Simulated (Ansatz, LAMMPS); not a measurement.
# Amorphous Al2O3 (155 atoms): where an added charge goes, part 3 of 4

Aim: add and remove one electron in amorphous Al2O3 (155 atoms), with atoms held and relaxed, and read trapping energy and localisation.

Ansatz 0.2.0; Kohn-Sham DFT, PBE, PAW (set soft_1), plane waves.

The cell: 62 Al and 93 O. The quench rate of 20 K/ps is orders of magnitude faster than experiment. The network of bonds at the start is that of the classical potential that made the cell. Sampling is at Γ alone, for a cell whose shortest periodic width is 12 Å.

So far. Step 6 (An extra electron, atoms relaxed): The relaxation converged after 3 steps, 0.0107 eV below its start, with a largest force component of 0.026 eV/Å. Step 6 (An extra electron, atoms relaxed): An extra electron, atoms relaxed: the energy stands 7.71 eV above that of the reference. An odd electron should give 1 μB; this run ended with the carrier shared between both spins.

### Step 7. An extra electron, levels at the relaxed geometry

A single point at the new geometry gives levels and spin density.

input.yaml reads:

```yaml
crystal:
  lattice:
    - [12.2588, 0.0, 0.0]
    - [0.0, 12.2588, 0.0]
    - [0.0, 0.0, 12.2588]
  atoms:
    - { symbol: Al, position: [0.92883, 0.9978, 0.36997] }
    - { symbol: Al, position: [0.40265, 0.7806, 0.89878] }
    - { symbol: Al, position: [0.02149, 0.52926, 0.24243] }
    - { symbol: Al, position: [0.87222, 0.35063, 0.64935] }
    - { symbol: Al, position: [0.23763, 0.62862, 0.01958] }
    - { symbol: Al, position: [0.06263, 0.32467, 0.3872] }
    [... 143 atom lines left out ...]
    - { symbol: O, position: [0.21109, 0.04589, 0.10451] }
    - { symbol: O, position: [0.43177, 0.79041, 0.76092] }
    - { symbol: O, position: [0.41742, 0.35865, 0.895] }
    - { symbol: O, position: [0.88228, 0.07385, 0.07742] }
    - { symbol: O, position: [0.8282, 0.95499, 0.63353] }
    - { symbol: O, position: [0.66064, 0.07581, 0.75029] }
total_charge: -1
kpoints:
  mp_grid: { grid: [1, 1, 1] }
hamiltonian:
  xc: pbe
  pseudopotentials: { kind: paw, azcp: { folder: soft_1 } }
scf:
  occupations: { method: fermi_dirac, width: 0.01 }
  lower_state_search: "off"
output:
  forces: true
  stress: true
  populations: true
  dos:
    method: { smearing: { sigma: 0.15 } }
    de: 0.1
    projected: { site_lists: { Al: [Al], O: [O] } }
  eigenvalues: true
  write_density: true
  write_potential: true
  volumetric_format: npy
magnetization:
  spin_polarized: true
  initial_magnetization: 1
```

On the command line:

```console
> ansatz run input.yaml --threads 4 --pin off --max-ram 8192MiB --backend cpu --events-out ev --progress --plain --runs-dir out
```

Numbers of over 12 decimals in the logs are rounded to 6 here.

What it wrote:

```text
[...]
Crystal: 155 atoms, lattice volume = 1842.230 Å³
Basis set: ecut = 420 eV, 36041 PW (Γ), exchange–correlation on 180×180×180 points (8 copies of the dense FFT grid, shifted against one another)
Bands: 528, of which v1, the nominal top of the filled ones, is band 373 counted from 1 (372 counted from 0)
Symmetry: 1 space group operations
[...]
k-points: 1
[...]
Starting moments: Σ|m| = 1 μB on 155 of 155 sites
[...]
SCF iter   1: F=—  HF=-86377.855877 eV  |F-HF|=—  |Δ(HF+E_count)|=         —  Δρ=6.09e-2 (↑6.04e-2 ↓6.09e-2)  dr2=2.82e2  dr2_m=1.87e-3  M=1.000 μB ∫|m|=1.002 μB  β_m=1.00  ethr=3.10e-3  ⟨swp⟩=6.0  Hψ=4096  notcnv=0  defer=230
[...]
SCF iter  20: F=-86301.988150 eV  HF=-86301.988150 eV  |F-HF|=5.86e-9  |Δ(HF+E_count)|=   1.73e-7  Δρ=4.42e-7 (↑4.42e-7 ↓4.23e-7)  dr2=1.17e-8  dr2_m=5.18e-10  M=0.180 μB ∫|m|=0.189 μB  ethr=2.87e-12  ⟨swp⟩=7.0  Hψ=7412  notcnv=0
SCF 1 converged in 20 iterations: F = -86301.988150 eV  dr2 = 1.17e-8
[...]
SCF converged after 20 iterations
Magnetization: 0.1804 μB (372.5902 up, 372.4098 down)
Absolute magnetization: 0.1895 μB (∫|ρ↑−ρ↓|, with the PAW one-centre terms)
[...]
Per-site moments (μB) at R_I (Å): [(0.00037675, 0.726798), (6.915344918685556e-5, 0.706512), (0.000329224, 0.762897), (0.000309712, 0.733352), (8.162617534121521e-5, 0.696940), [...]
Free energy (F): -86301.988150 eV
[...]
Internal energy: -86301.974615 eV  (E = F + TS)
E sigma→0 (E₀):  -86301.981383 eV
Entropy (-TS):   -0.013536 eV (-0.087 meV/atom)
Fermi energy:    7.704128 eV
[...]
--- Forces (eV/Å), atoms counted from 1 ---
  atom   1  Al     0.00031524     0.00777849    -0.00826954
  atom   2  Al    -0.00940158     0.00143103     0.00060295
  atom   3  Al    -0.00651588    -0.00345640     0.01123665
  atom   4  Al    -0.00420124    -0.00102935     0.00813396
  atom   5  Al     0.00139013    -0.00136124    -0.00075226
  atom   6  Al    -0.01230676    -0.00592991    -0.00163063
  atom   7  Al     0.00258151    -0.01521785    -0.00236381
  atom   8  Al     0.00818349    -0.00435431     0.01053002
  atom   9  Al    -0.00165583     0.00457727    -0.00770191
  atom  10  Al    -0.00143785     0.00386978     0.00421215
  atom  11  Al    -0.00040521    -0.00110358     0.00120215
  atom  12  Al     0.01088780     0.00569780     0.00223601
  atom  13  Al     0.00643194     0.00928220    -0.00502461
  atom  14  Al    -0.00138247     0.00070353     0.00582908
[...]
atom 154  O     -0.00032052     0.00226468    -0.00269640
  atom 155  O      0.00502137    -0.00147058     0.00273558
  max |Σ_I F_I| component: 6.78e-5 eV/Å
--- Stress (GPa, compression-positive) ---
       -0.556299      -0.480881      -0.511756
       -0.480882      -1.016208       0.688266
       -0.511755       0.688273      -0.663521
  P = ⅓ Tr σ = -0.7453 GPa (-7.453 kbar)
--- Band table (eV) ---
[...]
--- Löwdin populations: 155 sites ---
  site symbol       q [e]    m [muB]
     0     Al      1.6411     0.0034
     1     Al      1.6807     0.0014
     2     Al      1.6618     0.0024
[...]
154      O      6.8318     0.0003
  spilling = 0.008360 (of n_electrons = 745.000000)
```

The job ended after 3 min (4 threads of Arm Neoverse V1, shared host; peak memory 4.7 GiB; 12 min of CPU time).

An extra electron, levels at the relaxed geometry: the energy stands 7.71 eV above that of the reference, with a moment of 0.18 μB. An odd electron should give 1 μB; this run ended with the carrier shared between both spins.

The levels nearest the highest filled one (over half full), pooled over k-points and spins:

| level less the highest filled one (eV) | occupation |
| --- | --- |
| -3.43 | 1 |
| -3.12 | 1 |
| -3.12 | 1 |
| 0 | 0.59 |
| 0.0073 | 0.41 |
| 1.34 | 0 |
| 1.36 | 0 |
| 1.48 | 0 |

### Step 8. Neutral at the geometry of the electron

The neutral cell at the new geometry gives the energy of that geometry without the charge.

input.yaml, the sections that differ from step 7:

```yaml
crystal:
  lattice:
    - [12.2588, 0.0, 0.0]
    - [0.0, 12.2588, 0.0]
    - [0.0, 0.0, 12.2588]
  atoms:
    [... the 155 atom lines of step 7 ...]
scf:
  occupations: { method: fixed }
output:
  forces: true
  stress: true
  populations: true
  dos:
    method: { smearing: { sigma: 0.15 } }
    de: 0.1
    projected: { site_lists: { Al: [Al], O: [O] } }
  eigenvalues: true
# kpoints, hamiltonian: as in step 7
# total_charge: removed
# magnetization: removed
```

What it wrote:

```text
[...]
Crystal: 155 atoms, lattice volume = 1842.230 Å³
Basis set: ecut = 420 eV, 36041 PW (Γ), exchange–correlation on 180×180×180 points (8 copies of the dense FFT grid, shifted against one another)
Bands: 527, of which v1, the nominal top of the filled ones, is band 372 counted from 1 (371 counted from 0)
Symmetry: 1 space group operations
[...]
k-points: 1
[...]
SCF iter   1: F=—  HF=-86389.911708 eV  |F-HF|=—  |Δ(HF+E_count)|=         —  Δρ=1.24e-1  dr2=2.96e2  ethr=3.10e-3  ⟨swp⟩=5.0  Hψ=1803  notcnv=0  defer=151
[...]
SCF iter  13: F=-86309.682794 eV  HF=-86309.682794 eV  |F-HF|=6.50e-9  |Δ(HF+E_count)|=   8.21e-8  Δρ=9.94e-7  dr2=1.63e-8  ethr=1.34e-11  ⟨swp⟩=2.0  Hψ=1576  notcnv=0
SCF 1 converged in 13 iterations: F = -86309.682794 eV  dr2 = 1.63e-8
[...]
SCF converged after 13 iterations
Free energy (F): -86309.682794 eV
[...]
Internal energy: -86309.682794 eV  (E = F + TS)
E sigma→0 (E₀):  -86309.682794 eV
Fermi energy:    4.639328 eV
[...]
--- Forces (eV/Å), atoms counted from 1 ---
  atom   1  Al     0.05771522     0.06768747    -0.01879807
  atom   2  Al    -0.06618232     0.02018636    -0.02507584
  atom   3  Al     0.07939486    -0.02322399     0.04372688
  atom   4  Al     0.00702693     0.00444033     0.04892533
  atom   5  Al    -0.00663202     0.00890001    -0.04657810
  atom   6  Al     0.04533072     0.00110147    -0.03643840
  atom   7  Al     0.04186550    -0.01729812     0.00827231
  atom   8  Al     0.06982176     0.00479925     0.07738331
  atom   9  Al     0.06414446     0.03802888    -0.06906982
  atom  10  Al     0.06063470     0.00277941    -0.00288361
  atom  11  Al    -0.03764457     0.00950314     0.00470717
  atom  12  Al     0.09370928     0.03535238    -0.07149345
  atom  13  Al     0.00953358    -0.06829897    -0.02399426
  atom  14  Al     0.08196615    -0.03952237     0.06257234
[...]
atom 154  O      0.01081208    -0.00343704    -0.03178513
  atom 155  O      0.05410355    -0.00232054     0.01137435
  max |Σ_I F_I| component: 5.50e-5 eV/Å
--- Stress (GPa, compression-positive) ---
       -0.745501      -0.462793      -0.517889
       -0.462793      -1.163573       0.701463
       -0.517888       0.701469      -0.831222
  P = ⅓ Tr σ = -0.9134 GPa (-9.134 kbar)
--- Band table (eV) ---
[...]
--- Löwdin populations: 155 sites ---
  site symbol       q [e]
     0     Al      1.6231
     1     Al      1.6715
     2     Al      1.6489
[...]
154      O      6.8300
  spilling = 0.008315 (of n_electrons = 744.000000)
```

It took 56 s on 4 threads; peak memory 2.7 GiB.

Neutral at the geometry of the electron: the energy stands 0.0111 eV above that of the reference.

### Step 9. An extra hole, atoms held

The electron count changes by one with the atoms held: a vertical process, on a uniform background, with spin and a narrow Fermi–Dirac smearing. Its energy against the neutral cell hangs on the program's zero of potential.

input.yaml, as its differences from that of step 8:

```diff
@@ -6,3 +6,4 @@
   atoms:
-    [... the 155 atom lines of step 7 ...]
+    [... the 155 atom lines of step 4 ...]
+total_charge: 1
 kpoints:
@@ -13,3 +14,4 @@
 scf:
-  occupations: { method: fixed }
+  occupations: { method: fermi_dirac, width: 0.01 }
+  lower_state_search: "off"
 output:
@@ -23 +25,7 @@
   eigenvalues: true
+  write_density: true
+  write_potential: true
+  volumetric_format: npy
+magnetization:
+  spin_polarized: true
+  initial_magnetization: 1
```

What it wrote:

```text
[...]
Crystal: 155 atoms, lattice volume = 1842.230 Å³
Basis set: ecut = 420 eV, 36041 PW (Γ), exchange–correlation on 180×180×180 points (8 copies of the dense FFT grid, shifted against one another)
Bands: 527, of which v1, the nominal top of the filled ones, is band 372 counted from 1 (371 counted from 0)
Symmetry: 1 space group operations
[...]
k-points: 1
[...]
Starting moments: Σ|m| = 1 μB on 155 of 155 sites
[...]
SCF iter   1: F=—  HF=-86396.633910 eV  |F-HF|=—  |Δ(HF+E_count)|=         —  Δρ=6.35e-2 (↑6.35e-2 ↓6.32e-2)  dr2=3.04e2  dr2_m=2.59e-1  M=1.000 μB ∫|m|=1.024 μB  β_m=1.00  ethr=3.10e-3  ⟨swp⟩=6.0  Hψ=4078  notcnv=0  defer=240
[...]
SCF iter   2: F=—  HF=-86329.542674 eV  |F-HF|=—  |Δ(HF+E_count)|=         —  Δρ=2.81e-2 (↑2.70e-2 ↓2.81e-2)  dr2=6.68e1  dr2_m=2.74e-1  M=0.724 μB ∫|m|=0.874 μB  β_m=0.30  ethr=3.10e-3  ⟨swp⟩=2.0  Hψ=1970  notcnv=0  defer=298
[...]
SCF iter  15: F=—  HF=-86314.206460 eV  |F-HF|=—  |Δ(HF+E_count)|=   2.50e-1  Δρ=7.11e-3 (↑1.59e-3 ↓7.11e-3)  dr2=2.39e0  dr2_m=1.49e-1  M=1.000 μB ∫|m|=1.154 μB  β_m=0.30  ethr=6.62e-5  ⟨swp⟩=2.0  Hψ=1796  notcnv=0  defer=297
[...]
spin-set hold released at iteration 15 (site moments' squared step at or under half its running peak, from the soft ceiling on): the magnetisation degrees of freedom join the quasi-Newton model from the next iteration; the mixer history was flushed
SCF iter  16: F=—  HF=-86314.073289 eV  |F-HF|=—  |Δ(HF+E_count)|=   1.33e-1  Δρ=8.40e-3 (↑1.59e-3 ↓8.40e-3)  dr2=2.35e0  dr2_m=2.48e-1  M=0.882 μB ∫|m|=1.059 μB  β_m=0.24  ethr=6.62e-5  ⟨swp⟩=3.0  Hψ=1436  notcnv=0  defer=297
SCF iter  17: F=—  HF=-86313.931534 eV  |F-HF|=—  |Δ(HF+E_count)|=   1.42e-1  Δρ=3.17e-3 (↑8.23e-4 ↓3.17e-3)  dr2=5.06e-1  dr2_m=3.17e-2  M=0.901 μB ∫|m|=1.035 μB  β_m=0.24  ethr=6.62e-5  ⟨swp⟩=3.0  Hψ=1375  notcnv=0  defer=297
[...]
SCF iter  44: F=-86313.881965 eV  HF=-86313.881965 eV  |F-HF|=1.46e-8  |Δ(HF+E_count)|=  2.33e-10  Δρ=6.37e-7 (↑7.73e-8 ↓6.37e-7)  dr2=1.63e-8  dr2_m=1.73e-9  M=1.000 μB ∫|m|=1.099 μB  β_m=0.16  ethr=1.00e-12  ⟨swp⟩=5.0  Hψ=3938  notcnv=0
SCF iter  45: F=-86313.881965 eV  HF=-86313.881965 eV  |F-HF|=5.47e-9  |Δ(HF+E_count)|=  3.64e-10  Δρ=4.23e-7 (↑8.59e-8 ↓4.23e-7)  dr2=6.44e-9  dr2_m=6.97e-10  M=1.000 μB ∫|m|=1.099 μB  ethr=1.00e-12  ⟨swp⟩=4.5  Hψ=3869  notcnv=0
SCF 1 converged in 45 iterations: F = -86313.881965 eV  dr2 = 6.44e-9
[...]
SCF converged after 45 iterations
Magnetization: 0.9998 μB (371.9999 up, 371.0001 down)
Absolute magnetization: 1.0996 μB (∫|ρ↑−ρ↓|, with the PAW one-centre terms)
[...]
Per-site moments (μB) at R_I (Å): [(-5.167104305525671e-6, 0.725977), (-8.639459595043759e-5, 0.707044), (-2.7526865600170348e-5, 0.763210), (-8.444705211523662e-6, 0.732847), (-9.160533627543784e-5, 0.696646), [...]
Free energy (F): -86313.881965 eV
[...]
Internal energy: -86313.865770 eV  (E = F + TS)
E sigma→0 (E₀):  -86313.873867 eV
Entropy (-TS):   -0.016195 eV (-0.104 meV/atom)
Fermi energy:    4.033687 eV
[...]
Σ components = -86313.881965   (vs F -86313.881965, Δ=0.00e0)
--- Forces (eV/Å), atoms counted from 1 ---
  atom   1  Al     0.07833531    -0.02935757     0.00530343
  atom   2  Al    -0.16905130    -0.02712834    -0.10798417
  atom   3  Al    -0.02350065    -0.00084609     0.03117965
  atom   4  Al     0.01478163     0.03156972     0.02926966
[...]
atom 155  O     -0.03516221    -0.03932058    -0.01030914
  max |Σ_I F_I| component: 3.47e-5 eV/Å
--- Stress (GPa, compression-positive) ---
       -0.210871      -0.464613      -0.538932
       -0.464613      -0.657033       0.702686
       -0.538931       0.702693      -0.467275
  P = ⅓ Tr σ = -0.4451 GPa (-4.451 kbar)
--- Band table (eV) ---
[...]
--- Löwdin populations: 155 sites ---
  site symbol       q [e]    m [muB]
     0     Al      1.6201    -0.0001
     1     Al      1.6649    -0.0014
     2     Al      1.6451    -0.0003
[...]
154      O      6.8290     0.0002
  spilling = 0.008255 (of n_electrons = 743.000000)
```

Wall time 3.9 min (4 threads); peak memory 4.7 GiB; 15 min of CPU time.

An extra hole, atoms held: the energy stands 4.19 eV below that of the reference, with a moment of 1.00 μB.

The levels nearest the highest filled one (over half full), pooled over k-points and spins:

| level less the highest filled one (eV) | occupation |
| --- | --- |
| -0.076 | 1 |
| -0.0607 | 0.999 |
| -0.0032 | 0.839 |
| 0 | 0.791 |
| 0.0186 | 0.37 |
| 3.74 | 0 |
| 3.75 | 0 |
| 5.09 | 0 |

Spin density in the ac plane at fractional y = 0.200, with atoms of Al and O within 0.2 Å of it.

Ten even steps from '0' (-0.17 × 1e-2 e/Å³) to '9' (4.81 × 1e-2 e/Å³), each cell a mean:
```
00000000000000000014663000000000000
00000000000000000001110000000000000
00000000000000000000000000001000000
00000000000000000000000000000000000
00000000000000000000000000000000000
00000000000000001000000000000000000
00000001000000026300000000000000000
00000000000000027300000000000000000
00000000000000013200000000000000000
00000000000000000000000000000000000
00000000000000000000000000000000000
00000000000000000000000000000000000
00000000000001000000000000000000000
00000000000027720000000011000000000
00000000000029930000000244100000000
00000000000000000000000011000000000
00000000000000000000000000000000000
00000000000000000000000000000000000
00000000000000000000000000000000000
00000000000000000000000000000000000
00000000000000000000000000000000000
00000000000000000000000000000000000
00000000000000000000000000000000000
00000000000000000001131000000000000
```
Columns run along a (12.3 Å), rows up along c (12.3 Å). Atoms in or near the plane, at fractional coordinates: Al at (0.94, 0.18), Al at (0.32, 0.66), Al at (0.68, 0.24), Al at (0.41, 0.26), Al at (0.72, 0.78), Al at (0.25, 0.42), O at (0.20, 0.73), O at (0.59, 0.97), O at (0.83, 0.67), O at (0.47, 0.69), O at (0.81, 0.90), O at (0.08, 0.13).

[end of part 3 of 4]

[Logs are printed without paths, hosts, clocks, repeated set-up lines and the standing remarks that a program may print on its own settings, such as how far it seeks lower states.]

[Hosts, paths, dates, database ids (printed as entryN), source tags and the programs' standing remarks are cut or masked in the printed files.]
